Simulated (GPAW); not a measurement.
# Ti3Al (Fm-3m) in GPAW: further runs, part 2 of 2

GPAW 26.7.0. Earlier steps stand in the parts before.

## 5. Relaxation of cell and atoms, PBEsol, target pressure 10 GPa, at which the enthalpy is minimised

File run.py:

```python
from ase import Atoms
from ase.filters import FrechetCellFilter
from ase.io import write
from ase.optimize import BFGS
from ase.units import GPa
from gpaw import GPAW, PW, setup_paths

setup_paths.insert(0, '.')

atoms = Atoms(['Ti', 'Ti', 'Ti', 'Al'],
              cell=[[0.0, 3.231781, 3.231781],
                    [3.231781, 0.0, 3.231781],
                    [3.231781, 3.231781, 0.0]],
              scaled_positions=[[0.0, 0.0, 0.0],
                                [0.25, 0.25, 0.25],
                                [0.75, 0.75, 0.75],
                                [0.5, 0.5, 0.5]],
              pbc=True)

calc = GPAW(mode=PW(600),
            xc='PBEsol',
            kpts={'size': (7, 7, 7), 'gamma': True},
            occupations={'name': 'fermi-dirac', 'width': 0.05},
            nbands=37,
            convergence={'density': 1e-05, 'forces': 0.0001},
            maxiter=150,
            txt='gpaw.txt')
atoms.calc = calc
opt = BFGS(FrechetCellFilter(atoms, scalar_pressure=10 * GPa), trajectory='relax.traj', logfile='-')
done = opt.run(fmax=0.02, steps=60)
calc.write('gs.gpw')
write('result.traj', atoms)
print('Converged:', done)
print('Cell:', atoms.cell.cellpar().round(4))
print('Volume:', round(atoms.get_volume(), 4))
print(atoms.get_scaled_positions().round(5))
```

Potentials or basis: PAW data sets generated in the run's folder for this functional, pw.

The run is started by

```bash
$ gpaw-setup -f PBEsol Al Ti
$ OMP_NUM_THREADS=1 python run.py
```

gpaw.txt:

```text
__  _  _
 | _ |_)|_||  |
 |__||  | ||/\| - 26.7.0

Input parameters:
  mode=PW(ecut=600.0),
  convergence={'density': 1e-05, 'forces': 0.0001},
  kpts=MonkhorstPack(size=(7, 7, 7), gamma=True),
  maxiter=150,
  nbands=37,
  occupations=Occupations(name='fermi-dirac', width=0.05),
  xc=XC(name='PBEsol')

Diagonalizing LCAO Hamiltonian
Converting LCAO to pw mode

                      Ti

                 Al

            Ti

       Ti

Atoms  # Å, Bohr magnetons
|   | symbol |        x |        y |        z |    initial magnetic moments |
|---|--------|----------|----------|----------|-----------------------------|
| 0 |     Ti | 0.000000 | 0.000000 | 0.000000 | ( 0.0000,  0.0000,  0.0000) |
| 1 |     Ti | 1.615890 | 1.615890 | 1.615890 | ( 0.0000,  0.0000,  0.0000) |
| 2 |     Ti | 4.847671 | 4.847671 | 4.847671 | ( 0.0000,  0.0000,  0.0000) |
| 3 |     Al | 3.231781 | 3.231781 | 3.231781 | ( 0.0000,  0.0000,  0.0000) |

Unit cell  # Å
| periodic |        x |        y |        z |  lengths |    angles |
|----------|----------|----------|----------|----------|-----------|
|      yes | 0.000000 | 3.231781 | 3.231781 | 4.570429 | 60.000000 |
|      yes | 3.231781 | 0.000000 | 3.231781 | 4.570429 | 60.000000 |
|      yes | 3.231781 | 3.231781 | 0.000000 | 4.570429 | 60.000000 |

Number of symmetries: 48
[... 583 lines left out ...]
|  4 |  C4  |  1, 0,-1,  1, 0, 0,  1,-1, 0 |
|  5 |  S6  |  1, 0,-1,  1,-1, 0,  1, 0, 0 |
|  6 |  σ   |  1, 0,-1,  0, 1,-1,  0, 0,-1 |
|  7 |  C3  |  1, 0,-1,  0, 0,-1,  0, 1,-1 |
|  8 |  S6  |  1,-1, 0,  1, 0, 0,  1, 0,-1 |
[... 234 lines left out ...]
Stress tensor  # eV/Ang^3
|         x |         y |         z |
|-----------|-----------|-----------|
| -0.071770 | -0.000000 | -0.000000 |
| -0.000000 | -0.071770 |  0.000000 |
| -0.000000 |  0.000000 | -0.071770 |

Forces  # eV/Ang
|        x |       y |        z |
|----------|---------|----------|
| -0.00000 | 0.00000 | -0.00000 |  # Ti   0
|  0.00000 | 0.00000 |  0.00000 |  # Ti   1
| -0.00000 | 0.00000 | -0.00000 |  # Ti   2
| -0.00000 | 0.00000 | -0.00000 |  # Al   3

Interpolating wave functions to new cell
[... 7 lines left out ...]
       Ti

Atoms  # Å, Bohr magnetons
|   | symbol |         x |        y |        z |    initial magnetic moments |
|---|--------|-----------|----------|----------|-----------------------------|
| 0 |     Ti | -0.000000 | 0.000000 | 0.000000 | ( 0.0000,  0.0000,  0.0000) |
| 1 |     Ti |  1.554354 | 1.554354 | 1.554354 | ( 0.0000,  0.0000,  0.0000) |
| 2 |     Ti |  4.663062 | 4.663062 | 4.663062 | ( 0.0000,  0.0000,  0.0000) |
| 3 |     Al |  3.108708 | 3.108708 | 3.108708 | ( 0.0000,  0.0000,  0.0000) |

Unit cell  # Å
| periodic |         x |         y |        z |  lengths |    angles |
|----------|-----------|-----------|----------|----------|-----------|
|      yes | -0.000000 |  3.108708 | 3.108708 | 4.396377 | 60.000000 |
|      yes |  3.108708 | -0.000000 | 3.108708 | 4.396377 | 60.000000 |
|      yes |  3.108708 |  3.108708 | 0.000000 | 4.396377 | 60.000000 |

Number of symmetries: 48
Symmetry operations  # r_c * U_cc + t_c -> r_c
|    | kind |            matrix            |
|----|------|------------------------------|
|  0 |  σ   |  1, 0, 0,  1, 0,-1,  1,-1, 0 |
|  1 |  C2  |  1, 0, 0,  1,-1, 0,  1, 0,-1 |
|  2 |  E   |  1, 0, 0,  0, 1, 0,  0, 0, 1 |
|  3 |  σ   |  1, 0, 0,  0, 0, 1,  0, 1, 0 |
|  4 |  C4  |  1, 0,-1,  1, 0, 0,  1,-1, 0 |
|  5 |  S6  |  1, 0,-1,  1,-1, 0,  1, 0, 0 |
|  6 |  σ   |  1, 0,-1,  0, 1,-1,  0, 0,-1 |
|  7 |  C3  |  1, 0,-1,  0, 0,-1,  0, 1,-1 |
|  8 |  S6  |  1,-1, 0,  1, 0, 0,  1, 0,-1 |
[... 239 lines left out ...]
Forces  # eV/Ang
|        x |        y |        z |
|----------|----------|----------|
| -0.00000 |  0.00000 | -0.00000 |  # Ti   0
|  0.00000 | -0.00000 | -0.00000 |  # Ti   1
|  0.00000 |  0.00000 | -0.00000 |  # Ti   2
| -0.00000 | -0.00000 |  0.00000 |  # Al   3

# Writing to gs.gpw (mode='')
```

stdout:

```text
Step          Energy          fmax
BFGS:    0      -21.954866        1.586973
BFGS:    1      -22.050401        1.373751
BFGS:    2      -22.297559        0.139115
BFGS:    3      -22.303135        0.010231
Converged: True
Cell: [ 4.3964  4.3964  4.3964 60.     60.     60.    ]
Volume: 60.0855
[[0.   0.   0.  ]
 [0.25 0.25 0.25]
 [0.75 0.75 0.75]
 [0.5  0.5  0.5 ]]
```

Wall time 2.1 min (1 thread of Arm Neoverse V2, shared host); peak memory 0.25 GiB.

Results:

```yaml
Free_energy: -26.0534 eV
Relaxed_volume: 15.02 Å³/atom
Relaxed_cell: a = 4.396 Å, b = 4.396 Å, c = 4.396 Å, α = 60.00°, β = 60.00°, γ = 60.00°
Space_group_after_relaxing_to_0.05_Å: Fm-3m (No. 225)
Energy_change_on_relaxing_the_enthalpy_is_what_falls: +27.7 meV/atom
Ionic_steps: 4
Pressure_after_relaxing: 9.9 GPa
Band_gap_on_the_k_mesh: none (metal or under the smearing width)
```

Step by step:
```tsv
step	energy change (eV)	largest force (eV/Å)	pressure (GPa)	volume (Å³)
1	0.0000	0.0000	-5.07	67.51
2	-0.0251	0.0000	-3.27	66.37
3	0.1538	0.0000	11.50	59.48
4	0.1109	0.0000	9.89	60.09
```

Final structure:
```cif
data_structure
_symmetry_space_group_name_H-M 'P 1'
_symmetry_Int_Tables_number 1
_cell_length_a 4.3964
_cell_length_b 4.3964
_cell_length_c 4.3964
_cell_angle_alpha 60.000
_cell_angle_beta 60.000
_cell_angle_gamma 60.000
_cell_volume 60.09
loop_
_atom_site_label
_atom_site_type_symbol
_atom_site_fract_x
_atom_site_fract_y
_atom_site_fract_z
_atom_site_occupancy
Ti1 Ti 0.00000 0.00000 0.00000 1
Ti2 Ti 0.25000 0.25000 0.25000 1
Ti3 Ti 0.75000 0.75000 0.75000 1
Al1 Al 0.50000 0.50000 0.50000 1
```

Levels at points of the mesh, in eV from the Fermi level:
```csv
k point,band 16,band 17,band 18,band 19,band 20,band 21,band 22,band 23,band 24,band 25
"(0.00, 0.00, 0.00)",-1.90,-1.90,-1.90,0.05,0.05,0.05,2.56,2.56,2.56,3.31
```

Caveat: later steps reuse the first step's grids.

## 6. Relaxation of cell and atoms, PBEsol, target pressure 20 GPa, at which the enthalpy is minimised

run.py: that of step 5 with these lines changed.

```diff
@@ -28,3 +28,3 @@
 atoms.calc = calc
-opt = BFGS(FrechetCellFilter(atoms, scalar_pressure=10 * GPa), trajectory='relax.traj', logfile='-')
+opt = BFGS(FrechetCellFilter(atoms, scalar_pressure=20 * GPa), trajectory='relax.traj', logfile='-')
 done = opt.run(fmax=0.02, steps=60)
```

Potentials or basis: PAW data sets generated in the run's folder for this functional, pw.

The run is started by

```bash
$ gpaw-setup -f PBEsol Al Ti
$ OMP_NUM_THREADS=1 python run.py
```

It took 2.1 min on 1 thread of Arm Neoverse V2, shared host; peak memory 0.25 GiB.

Results (log left out):

* Free energy: -25.7256 eV
* Relaxed volume: 14.17 Å³/atom
* Relaxed cell: a = 4.312 Å, b = 4.312 Å, c = 4.312 Å, α = 60.00°, β = 60.00°, γ = 60.00°
* Space group after relaxing (to 0.05 Å): Fm-3m (No. 225)
* Energy change on relaxing (the enthalpy is what falls): +109.2 meV/atom
* Ionic steps: 4
* Pressure after relaxing: 19.9 GPa
* Band gap on the k mesh: none (metal or under the smearing width)

The path:
| step | energy change (eV) | largest force (eV/Å) | pressure (GPa) | volume (Å³) |
| --- | --- | --- | --- | --- |
| 1 | 0.0000 | 0.0000 | -5.07 | 67.51 |
| 2 | -0.0348 | 0.0000 | -2.00 | 65.63 |
| 3 | 0.4653 | 0.0000 | 20.66 | 56.48 |
| 4 | 0.4368 | 0.0000 | 19.94 | 56.70 |

Final structure:
```cif
data_structure
_symmetry_space_group_name_H-M 'P 1'
_symmetry_Int_Tables_number 1
_cell_length_a 4.3121
_cell_length_b 4.3121
_cell_length_c 4.3121
_cell_angle_alpha 60.000
_cell_angle_beta 60.000
_cell_angle_gamma 60.000
_cell_volume 56.70
loop_
_atom_site_label
_atom_site_type_symbol
_atom_site_fract_x
_atom_site_fract_y
_atom_site_fract_z
_atom_site_occupancy
Ti1 Ti 0.00000 0.00000 0.00000 1
Ti2 Ti 0.25000 0.25000 0.25000 1
Ti3 Ti 0.75000 0.75000 0.75000 1
Al1 Al 0.50000 0.50000 0.50000 1
```

Levels at points of the mesh, in eV from the Fermi level:
```tsv
k point	band 16	band 17	band 18	band 19	band 20	band 21	band 22	band 23
(0.00, 0.00, 0.00)	-2.01	-2.01	-2.01	0.07	0.07	0.07	2.73	2.73
```

Caveat: later steps reuse the first step's grids; the volume moved by over 15 % at a fixed basis, so the end points are rough.

## 7. Relaxation of cell and atoms, PBEsol, target pressure 30 GPa, at which the enthalpy is minimised

run.py: that of step 6 with these lines changed.

```diff
@@ -28,3 +28,3 @@
 atoms.calc = calc
-opt = BFGS(FrechetCellFilter(atoms, scalar_pressure=20 * GPa), trajectory='relax.traj', logfile='-')
+opt = BFGS(FrechetCellFilter(atoms, scalar_pressure=30 * GPa), trajectory='relax.traj', logfile='-')
 done = opt.run(fmax=0.02, steps=60)
```

The run is started by

```bash
$ gpaw-setup -f PBEsol Al Ti
$ OMP_NUM_THREADS=1 python run.py
```

Wall time 2.5 min (1 thread of Arm Neoverse V2, shared host); peak memory 0.25 GiB.

Results (log left out):

```yaml
Free_energy: -25.2923 eV
Relaxed_volume: 13.50 Å³/atom
Relaxed_cell: a = 4.242 Å, b = 4.242 Å, c = 4.242 Å, α = 60.00°, β = 60.00°, γ = 60.00°
Space_group_after_relaxing_to_0.05_Å: Fm-3m (No. 225)
Energy_change_on_relaxing_the_enthalpy_is_what_falls: +217.2 meV/atom
Ionic_steps: 5
Pressure_after_relaxing: 30.0 GPa
Band_gap_on_the_k_mesh: none (metal or under the smearing width)
```

The path:
| step | energy change (eV) | largest force (eV/Å) | pressure (GPa) | volume (Å³) |
| --- | --- | --- | --- | --- |
| 1 | 0.0000 | 0.0000 | -5.07 | 67.51 |
| 2 | -0.0377 | 0.0000 | -0.69 | 64.89 |
| 3 | 0.5543 | 0.0000 | 22.87 | 55.85 |
| 4 | 0.9073 | 0.0000 | 30.79 | 53.79 |
| 5 | 0.8689 | 0.0000 | 29.98 | 53.99 |

Final structure:
```
Ti Al
1.0
     0.00000    2.99982    2.99982
     2.99982    0.00000    2.99982
     2.99982    2.99982    0.00000
Ti Al
3 1
Direct
  0.00000 0.00000 0.00000
  0.25000 0.25000 0.25000
  0.75000 0.75000 0.75000
  0.50000 0.50000 0.50000
```

Levels at points of the mesh, in eV from the Fermi level:
```csv
k point,band 17,band 18,band 19,band 20,band 21,band 22
"(0.00, 0.00, 0.00)",-2.10,-2.10,0.09,0.09,0.09,2.88
```

Caveat: later steps reuse the first step's grids; the volume moved by over 15 % at a fixed basis, so the end points are rough.

## 8. Summary

```csv
cell,target pressure,gap on the mesh (eV),pressure (GPa)
relaxed,-,none,0.0
relaxed to 2 GPa,2 GPa,none,2.0
relaxed to 5 GPa,5 GPa,none,5.0
relaxed to 10 GPa,10 GPa,none,9.9
relaxed to 20 GPa,20 GPa,none,19.9
relaxed to 30 GPa,30 GPa,none,30.0
```

Alike in all rows: task relaxation of cell and atoms; level PBEsol; potentials or basis PAW data sets generated in the run's folder for this functional, pw; no spin polarisation; k mesh 7 × 7 × 7; cutoff (eV) 600; smearing fermi-dirac 0.05 eV.

Caveats: later steps reuse the first step's grids; the volume moved by over 15 % at a fixed basis, so the end points are rough (some runs).

Total energies depend on the potentials used, so only differences within one code and one set of settings carry meaning.
